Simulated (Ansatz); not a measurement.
# Re: the change of pressure with volume per atom

Results calculated with Ansatz 0.2.0 development build, not measured. Equation of state of a cubic crystal from periodic Kohn-Sham density functional theory without spin; pressure corrected for the finite basis.

Cell of the first row (space group Fd-3m, No. 227):
```
cell vectors (Å)
   0.0000     2.7688     2.7688
   2.7688     0.0000     2.7688
   2.7688     2.7688     0.0000
atoms (fractions of the cell vectors)
Re  0.00000  0.00000  0.00000
Re  0.25000  0.25000  0.25000
```

Settings of every row: formula Re; structure type diamond; functional PBE; spin treatment none; k mesh 17x17x17; occupation method fermi-dirac; occupation width 0.061225619 eV; wave cutoff 700 eV; datasets soft-1 PAW; density cutoff ratio 4.

Limits: a cubic model structure, not a phase known at ambient conditions; some atoms lie unusually close (a squeezed, shaken or made-up cell); the SCF threshold is loose for a stress in some rows; no spin-orbit coupling, which can matter with elements this heavy.

| row | volume per atom (Å³) | pressure (GPa) | energy above lowest point (meV/atom) |
| --- | --- | --- | --- |
| 1 | 21.226 | 12.33 | 48.7 |
| 2 | 21.677 | 7.725 | 20.55 |
| 3 | 22.129 | 3.577 | 4.72 |
| 4 | 22.58 | ? | ? |
| 5 | 23.032 | -3.526 | 5.28 |
| 6 | 23.484 | -6.558 | 19.56 |
| 7 | 23.935 | -9.287 | 41.96 |

Question: what pressure should row 4 give?

Worked fit of pressure. Take u = (V_r/V)^(2/3) − 1 with V_r = 22.581 Å³ an atom, which is twice the finite (Eulerian) strain; such expansions in the strain, on which the Birch-Murnaghan equation of state is built, carry the rest volume and the bulk modulus. The shown rows have u = 0.04212, 0.02761, 0.01357, -0.0131, -0.0258, -0.03808. Least squares give pressure = −0.1635 + 265.793 × u + 708.76 × u² + 541 × u³ GPa; a parabola predicts inner rows, each left out in turn, worse (root mean square 0.012 against 0.003 GPa). The rows lie off it by 0.000, -0.002, 0.002, -0.001, 0.000, 0.000. The pressure vanishes at u = 0.0006, or V = 22.56 Å³ an atom, and there the bulk modulus at fixed shape and fractions is B = −V dP/dV = (2/3)(1 + u) dP/du = 178 GPa. The withheld row has u = 3e-05, so the fit gives −0.1635 + 265.793 × (3e-05) + 708.76 × (3e-05)² + 541 × (3e-05)³ = -0.156 GPa.

The calculation gave -0.16 GPa. The fit lies 0.004 GPa (2.5 % of the value, 0.019 % of the column's range) above it; its largest miss of a shown row is 0.002 GPa.

The other values of row 4: energy above lowest point 0 meV/atom.
